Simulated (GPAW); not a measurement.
# HgSe (F-43m) in GPAW: settings compared

Aim: see how the results for HgSe move with the level of theory and the settings. Levels: MS2, r2SCAN. Tasks: band structure.

Everything below comes from runs of GPAW 26.7.0. Logs are shortened: lines on timing, memory, paths and dates and some standing lists are left out, and cuts for length are marked. The log counts tension as positive stress, the text compression.

## 1. Starting point

Symmetry: F-43m, No. 216, cubic system. Conventional cell: a = 6.078 Å, b = 6.078 Å, c = 6.078 Å, α = 90.00°, β = 90.00°, γ = 90.00°. Around Hg (site symmetry -43m) lie 4 Se at 2.63 Å. Se (site symmetry -43m) is surrounded by 4 Hg at 2.63 Å.

## 2. Band structure, MS2, spin-orbit coupling, no magnetisation

Contents of run.py:

```python
import numpy as np
from ase.dft.bandgap import bandgap
from ase.io import write
from ase.spacegroup import crystal
from ase.units import GPa
from gpaw import GPAW, PW
from gpaw.spinorbit import soc_eigenstates

# Hg 4a
# Se 4c
atoms = crystal(['Hg', 'Se'],
                basis=[[0.0, 0.0, 0.0],
                       [0.25, 0.25, 0.25]],
                spacegroup=216, setting=1,  # F-43m
                cellpar=[6.078, 6.078, 6.078, 90.0, 90.0, 90.0],
                primitive_cell=True)

calc = GPAW(mode=PW(600),
            xc='MGGA_X_MS2+GGA_C_REGTPSS',
            kpts={'size': (6, 6, 6), 'gamma': True},
            occupations={'name': 'fermi-dirac', 'width': 0.05},
            nbands=18,
            convergence={'density': 1e-05, 'energy': 1e-05},
            maxiter=150,
            txt='gpaw.txt')
atoms.calc = calc
energy = atoms.get_potential_energy()
forces = atoms.get_forces()
stress = atoms.get_stress()
calc.write('gs.gpw')
write('result.traj', atoms)
print(f'Energy: {energy:.6f} eV')
print('Forces (eV/A):')
print(forces.round(4))
print('Stress (GPa):', (stress / GPa).round(3))
print('Fermi level:', round(calc.get_fermi_level(), 4), 'eV')
print(f'Gap: {bandgap(calc)[0]:.4f} eV, direct: {bandgap(calc, direct=True)[0]:.4f} eV')

path = atoms.cell.bandpath('GXWKGLUWLK,UX', npoints=80, eps=1e-4)
bs_calc = calc.fixed_density(kpts=path, symmetry='off', nbands=30,
                             convergence={'bands': 'CBM+6.0', 'eigenstates': 1e-6}, txt='bands.txt')
bs = bs_calc.band_structure()
bs.write('bs.json')
print(f'Gap on the path: {bandgap(bs_calc)[0]:.4f} eV')

soc = soc_eigenstates(bs_calc, theta=0, phi=0, ignore_xc_potential=True)
np.savetxt('soc_bands.dat', soc.eigenvalues(), fmt='%.4f')
mesh = soc_eigenstates('gs.gpw', theta=0, phi=0, ignore_xc_potential=True)
np.savetxt('soc_mesh.dat', mesh.eigenvalues(), fmt='%.4f')
print('Fermi level with spin-orbit coupling:', round(mesh.fermi_level, 4), 'eV')
```

Potentials or basis: GPAW PAW data sets (gpaw-data 1.2.1), pw.

The run is started by

```bash
$ OMP_NUM_THREADS=1 python run.py
```

gpaw.txt:

```text
__  _  _
 | _ |_)|_||  |
 |__||  | ||/\| - 26.7.0

Input parameters:
  mode=PW(ecut=600.0),
  convergence={'density': 1e-05, 'energy': 1e-05},
  kpts=MonkhorstPack(size=(6, 6, 6), gamma=True),
  maxiter=150,
  nbands=18,
  occupations=Occupations(name='fermi-dirac', width=0.05),
  xc=XC(name='MGGA_X_MS2+GGA_C_REGTPSS')

Diagonalizing LCAO Hamiltonian
Converting LCAO to pw mode

            Se

       Hg

Atoms  # Å, Bohr magnetons
|   | symbol |        x |        y |        z |    initial magnetic moments |
|---|--------|----------|----------|----------|-----------------------------|
| 0 |     Hg | 0.000000 | 0.000000 | 0.000000 | ( 0.0000,  0.0000,  0.0000) |
| 1 |     Se | 1.519500 | 1.519500 | 1.519500 | ( 0.0000,  0.0000,  0.0000) |

Unit cell  # Å
| periodic |        x |        y |        z |  lengths |    angles |
|----------|----------|----------|----------|----------|-----------|
|      yes | 0.000000 | 3.039000 | 3.039000 | 4.297795 | 60.000000 |
|      yes | 3.039000 | 0.000000 | 3.039000 | 4.297795 | 60.000000 |
|      yes | 3.039000 | 3.039000 | 0.000000 | 4.297795 | 60.000000 |

Number of symmetries: 24
Symmetry operations  # r_c * U_cc + t_c -> r_c
|    | kind |            matrix            |
|----|------|------------------------------|
|  0 |  E   |  1, 0, 0,  0, 1, 0,  0, 0, 1 |
|  1 |  σ   |  1, 0, 0,  0, 0, 1,  0, 1, 0 |
|  2 |  σ   |  1, 0,-1,  0, 1,-1,  0, 0,-1 |
|  3 |  C3  |  1, 0,-1,  0, 0,-1,  0, 1,-1 |
|  4 |  C3  |  1,-1, 0,  0,-1, 1,  0,-1, 0 |
|  5 |  σ   |  1,-1, 0,  0,-1, 0,  0,-1, 1 |
|  6 |  σ   |  0, 1, 0,  1, 0, 0,  0, 0, 1 |
|  7 |  C3  |  0, 1, 0,  0, 0, 1,  1, 0, 0 |
|  8 |  C2  |  0, 1,-1,  1, 0,-1,  0, 0,-1 |
|  9 |  S4  |  0, 1,-1,  0, 0,-1,  1, 0,-1 |
| 10 |  C3  |  0, 0, 1,  1, 0, 0,  0, 1, 0 |
| 11 |  σ   |  0, 0, 1,  0, 1, 0,  1, 0, 0 |
| 12 |  S4  |  0, 0,-1,  1, 0,-1,  0, 1,-1 |
| 13 |  C3  |  0, 0,-1,  0, 1,-1,  1, 0,-1 |
| 14 |  S4  |  0,-1, 1,  1,-1, 0,  0,-1, 0 |
| 15 |  C2  |  0,-1, 1,  0,-1, 0,  1,-1, 0 |
| 16 |  C3  |  0,-1, 0,  1,-1, 0,  0,-1, 1 |
| 17 |  S4  |  0,-1, 0,  0,-1, 1,  1,-1, 0 |
| 18 |  S4  | -1, 1, 0, -1, 0, 1, -1, 0, 0 |
| 19 |  C3  | -1, 1, 0, -1, 0, 0, -1, 0, 1 |
| 20 |  C3  | -1, 0, 1, -1, 1, 0, -1, 0, 0 |
| 21 |  S4  | -1, 0, 1, -1, 0, 0, -1, 1, 0 |
| 22 |  σ   | -1, 0, 0, -1, 1, 0, -1, 0, 1 |
| 23 |  C2  | -1, 0, 0, -1, 0, 1, -1, 1, 0 |

BZ-sampling:
  Number of BZ points: 216
  Number of IBZ points: 16

  Monkhorst-Pack size: [6, 6, 6]
  Monkhorst-Pack shift: [0.08333333333333333, 0.08333333333333333, 0.08333333333333333]

K-points  # in reciprocal-cell coordinates
|     |                                coordinates |     weight |
|-----|--------------------------------------------|------------|
|   0 | (  0.00000000,   0.00000000,   0.00000000) | 0.00462963 |
|   1 | (  0.16666667,   0.16666667,   0.00000000) | 0.02777778 |
|   2 | (  0.16666667,   0.16666667,   0.16666667) | 0.03703704 |
|   3 | (  0.33333333,   0.16666667,   0.16666667) | 0.05555556 |
|   4 | (  0.33333333,   0.33333333,  -0.33333333) | 0.05555556 |
|   5 | (  0.33333333,   0.33333333,   0.00000000) | 0.02777778 |
|   6 | (  0.33333333,   0.33333333,   0.16666667) | 0.11111111 |
|   7 | (  0.33333333,   0.33333333,   0.33333333) | 0.03703704 |
|   8 | (  0.50000000,   0.33333333,  -0.33333333) | 0.11111111 |
|   9 | (  0.50000000,   0.33333333,  -0.16666667) | 0.05555556 |
| ... |                                            |            |
|  15 | (  0.50000000,   0.50000000,   0.50000000) | 0.01851852 |

Plane wave coefficients: 1895
Cutoff: 600.0 eV

Spin-components: 1 (collinear spins)
Bands:           18
Projectors:      11
Spin-degeneracy: 2
Datatype:        complex128

Parallelization:
  kpt:    1
  domain: 1
  band:   1

Density:
  Valence electrons: 24.0
  Components: 1
  Grid points: [25 25 25]
  Charge: 0.0  # |e|

Potential:
  Grid points: [25 25 25]

species:
  Hg:
    name:    Mercury
    Z:       80.0
    valence: 18
    core:    62
    charge:  0.0  # [|e|]
    compensation charges:
      type: gauss
      rc: 0.41  # [Å]
      lmax: 2
    cutoffs:
      filter: 2.17  # [Å]
      core: 2.06  # [Å]
    projectors
    | kind |    occ | energy [eV] | rcut [Å] |
    |------|--------|-------------|----------|
    |   6s |  2.000 |      -6.783 |    1.307 |
    |   5p |  6.000 |     -66.572 |    1.291 |
    |   6p |  0.000 |      -1.056 |    1.291 |
    |   5d | 10.000 |      -9.891 |    1.302 |
    |    s |        |      20.429 |    1.307 |
    |    d |        |      17.320 |    1.302 |

    Using partial waves for Hg as LCAO basis

  Se:
    name:    Selenium
    Z:       34.0
    valence: 6
    core:    28
    charge:  0.0  # [|e|]
    compensation charges:
      type: gauss
      rc: 0.27  # [Å]
      lmax: 2
    cutoffs:
      filter: 1.77  # [Å]
      core: 2.67  # [Å]
    projectors
    | kind |    occ | energy [eV] | rcut [Å] |
    |------|--------|-------------|----------|
    |   4s |  2.000 |     -17.277 |    0.847 |
    |   4p |  4.000 |      -6.512 |    1.005 |
    |    s |        |       9.935 |    0.847 |
    |    p |        |      20.699 |    1.005 |
    |    d |        |       0.000 |    0.847 |

    Using partial waves for Se as LCAO basis

Reference energy: -599259.310858  # eV

eigensolver:
  PPCG
  Converge bands: occupied
  niter=2

density mixing:
  MSR1-Mixer
  Pratt-step length: 0.05
  Maximum mixing coefficient: 0.75
  Old densities: 10
  SVD Regularization: 0.005
  Good broyden scale: 1.0
  Trust region scale: 1.0
  Backstep threshold: 4.0
  History deletion threshold: 6.0
  Fourier metric: weight=20.0, sigma=0.015

occupation numbers:
  Fermi-Dirac:
    width: 0.0500  # eV

poisson solver:
  ecut: 4800.0  # eV

xc functional:
  name: MGGA_X_MS2+GGA_C_REGTPSS with 2 nearest neighbor stencil

convergence criteria:
- Maximum integral of absolute [dens]ity change: 1e-05 electrons / valence electron
- Maximum [total energy] change in last 3 cyles: 1e-05 eV / valence electron
- Maximum integral of absolute [eigenst]ate change: 4e-08 eV^2 / valence electron
maximum number of iterations: 150

SCF iterations
|iter     | |      energy | eigst |  dens |
|---------|-|-------------|-------|-------|
|iter:   1| |   16.945040 | +0.26 |       |
|iter:   2| |   29.022114 | -0.75 | -1.31 |
|iter:   3| |   29.074411 | -2.04 | -1.41 |
|iter:   4| |   29.129188 | -2.34 | -1.50 |
|iter:   5| |   29.105591 | -2.48 | -1.68 |
|iter:   6| |   29.084584 | -2.81 | -1.86 |
|iter:   7| |   29.079623 | -3.22 | -2.21 |
|iter:   8| |   29.079915 | -4.50 | -2.40 |
|iter:   9| |   29.080254 | -4.63 | -2.42 |
|iter:  10| |   29.080671 | -4.84 | -2.47 |
|iter:  11| |   29.081364 | -4.26 | -2.58 |
|iter:  12| |   29.081416 | -5.11 | -2.90 |
|iter:  13| |   29.081411c| -6.39 | -3.96 |
|iter:  14| |   29.081410c| -6.85 | -4.46 |
|iter:  15| |   29.081410c| -7.66c| -5.09c|

Converged in 15 steps
Energy contributions relative to reference atoms: (reference = -599259.310858)

Energy contributions:
  Kinetic:          29.004578
  Coulomb:         -23.388602
  Zero:             -2.347526
  External:          0.000000
  Xc:               25.813453
  Entropy:          -0.000987
  Spinorbit:         0.000000
  ----------------------------
  Free energy:      29.080917
  Extrapolated:     29.081410

dipole moment: (-24.242512, -24.242512, -24.242512)  # |e|*Ang

Fermi level: 4.308
Eigenvalues  # (at kpt = [0.000, 0.000, 0.000])
| band index |      eig [eV] | occ [0-2] |
|------------|---------------|-----------|
|          0 |       -59.141 |     2.000 |
|        ... |               |           |
|          5 |        -3.022 |     2.000 |
|          6 |        -3.022 |     2.000 |
|          7 |        -2.269 |     2.000 |
|          8 |        -2.269 |     2.000 |
|          9 |         3.626 |     2.000 |
|         10 |         4.270 |     1.356 |
|         11 |         4.270 |     1.356 |
|         12 |         4.270 |     1.356 |
|         13 |         9.915 |     0.000 |
|         14 |         9.915 |     0.000 |
|         15 |         9.915 |     0.000 |
|         16 |        12.985 |     0.000 |
|         17 |        15.814 |     0.000 |

No gap
No difference between direct/indirect transitions

Forces  # eV/Ang
|        x |       y |        z |
|----------|---------|----------|
| -0.00000 | 0.00000 | -0.00000 |  # Hg   0
|  0.00000 | 0.00000 |  0.00000 |  # Se   1

Stress tensor  # eV/Ang^3
|         x |         y |         z |
|-----------|-----------|-----------|
| -0.015504 | -0.000000 |  0.000000 |
| -0.000000 | -0.015504 |  0.000000 |
|  0.000000 |  0.000000 | -0.015504 |

# Writing to gs.gpw (mode='')
```

Wall time 2.4 min (1 thread of Arm Neoverse V1, shared host); peak memory 0.45 GiB.

Results:

| Quantity | Value |
| --- | --- |
| Free energy | 29.0809 eV |
| Pressure | 2.5 GPa |
| Band gap along the path | none (metal or under the smearing width) |

Levels at the corners of the path, in eV from the Fermi level:
```
point  band 20  band 21  band 22  band 23  band 24  band 25  band 26  band 27  band 28  band 29
    Γ    -0.76    -0.23    -0.23    -0.01    -0.01    -0.01    -0.01     4.56     4.56     6.13
    X    -5.04    -2.47    -2.47    -2.41    -2.41     2.90     2.90     2.97     2.97     8.42
    W    -5.18    -3.06    -2.73    -2.61    -2.45     3.70     3.89     5.01     5.11     5.75
    K    -5.12    -3.14    -2.91    -2.05    -1.96     3.00     3.07     4.48     4.50     7.78
    Γ    -0.76    -0.23    -0.23    -0.01    -0.01    -0.01    -0.01     4.56     4.56     6.13
    L    -5.59    -1.18    -1.18    -0.98    -0.98     1.25     1.25     5.96     5.96     6.63
    U    -5.12    -3.14    -2.91    -2.05    -1.96     3.00     3.07     4.48     4.50     7.78
    W    -5.18    -3.06    -2.73    -2.61    -2.45     3.70     3.89     5.01     5.11     5.75
    L    -5.59    -1.18    -1.18    -0.98    -0.98     1.25     1.25     5.96     5.96     6.63
    K    -5.12    -3.14    -2.91    -2.05    -1.96     3.00     3.07     4.48     4.50     7.78
    U    -5.12    -3.14    -2.91    -2.05    -1.96     3.00     3.07     4.48     4.50     7.78
    X    -5.04    -2.47    -2.47    -2.41    -2.41     2.90     2.90     2.97     2.97     8.42
```

Caveat: spin-orbit coupling was added after a scalar SCF, so levels and gaps hold it while energy, forces, pressure and moments don't; this program's spin-orbit splittings come out too wide for heavy elements; the PAW data sets were made with another functional, which shifts forces and pressure a little.

## 3. Band structure, r2SCAN, spin-orbit coupling, no magnetisation

Changes to run.py since step 2:

```diff
@@ -2,4 +2,3 @@
 from ase.dft.bandgap import bandgap
-from ase.io import write
-from ase.spacegroup import crystal
+from ase.io import read, write
 from ase.units import GPa
@@ -8,13 +7,6 @@
 
-# Hg 4a
-# Se 4c
-atoms = crystal(['Hg', 'Se'],
-                basis=[[0.0, 0.0, 0.0],
-                       [0.25, 0.25, 0.25]],
-                spacegroup=216, setting=1,  # F-43m
-                cellpar=[6.078, 6.078, 6.078, 90.0, 90.0, 90.0],
-                primitive_cell=True)
+atoms = read('HgSe.xyz')
 
 calc = GPAW(mode=PW(600),
-            xc='MGGA_X_MS2+GGA_C_REGTPSS',
+            xc='MGGA_X_R2SCAN+MGGA_C_R2SCAN',
             kpts={'size': (6, 6, 6), 'gamma': True},
@@ -38,3 +30,3 @@
 
-path = atoms.cell.bandpath('GXWKGLUWLK,UX', npoints=80, eps=1e-4)
+path = atoms.cell.bandpath('GXWKGLUWLK,UX', npoints=60, eps=1e-4)
 bs_calc = calc.fixed_density(kpts=path, symmetry='off', nbands=30,
```

Contents of HgSe.xyz:

```xyz
2
Lattice="0.0000000000 3.0390000000 3.0390000000 3.0390000000 0.0000000000 3.0390000000 3.0390000000 3.0390000000 0.0000000000" Properties=species:S:1:pos:R:3 pbc="T T T"
Hg     0.0000000000      0.0000000000      0.0000000000
Se     4.5585000000      4.5585000000      4.5585000000
```

Potentials or basis: GPAW PAW data sets (gpaw-data 1.2.1), pw.

The run is started by

```bash
$ OMP_NUM_THREADS=1 python run.py
```

Run time: 1.9 min. Hardware: 1 thread of Arm Neoverse V1, shared host; peak memory 0.42 GiB.

It converged, with:

```
Free energy             : -30.5464 eV
Pressure                : 3.5 GPa
Band gap along the path : none (metal or under the smearing width)
```

Levels at the corners of the path, in eV from the Fermi level:
| point | band 22 | band 23 | band 24 | band 25 | band 26 | band 27 |
| --- | --- | --- | --- | --- | --- | --- |
| Γ | -0.24 | -0.01 | -0.01 | -0.01 | -0.01 | 4.86 |
| X | -2.50 | -2.44 | -2.44 | 3.02 | 3.02 | 3.21 |
| W | -2.74 | -2.64 | -2.49 | 3.84 | 4.03 | 5.26 |
| K | -2.94 | -2.07 | -1.98 | 3.16 | 3.24 | 4.72 |
| Γ | -0.24 | -0.01 | -0.01 | -0.01 | -0.01 | 4.86 |
| L | -1.20 | -0.99 | -0.99 | 1.40 | 1.40 | 6.26 |
| U | -2.94 | -2.07 | -1.98 | 3.16 | 3.24 | 4.72 |
| W | -2.74 | -2.64 | -2.49 | 3.84 | 4.03 | 5.26 |
| L | -1.20 | -0.99 | -0.99 | 1.40 | 1.40 | 6.26 |
| K | -2.94 | -2.07 | -1.98 | 3.16 | 3.24 | 4.72 |
| U | -2.94 | -2.07 | -1.98 | 3.16 | 3.24 | 4.72 |
| X | -2.50 | -2.44 | -2.44 | 3.02 | 3.02 | 3.21 |

Caveat: spin-orbit coupling was added after a scalar SCF, so levels and gaps hold it while energy, forces, pressure and moments don't; this program's spin-orbit splittings come out too wide for heavy elements; the PAW data sets were made with another functional, which shifts forces and pressure a little.
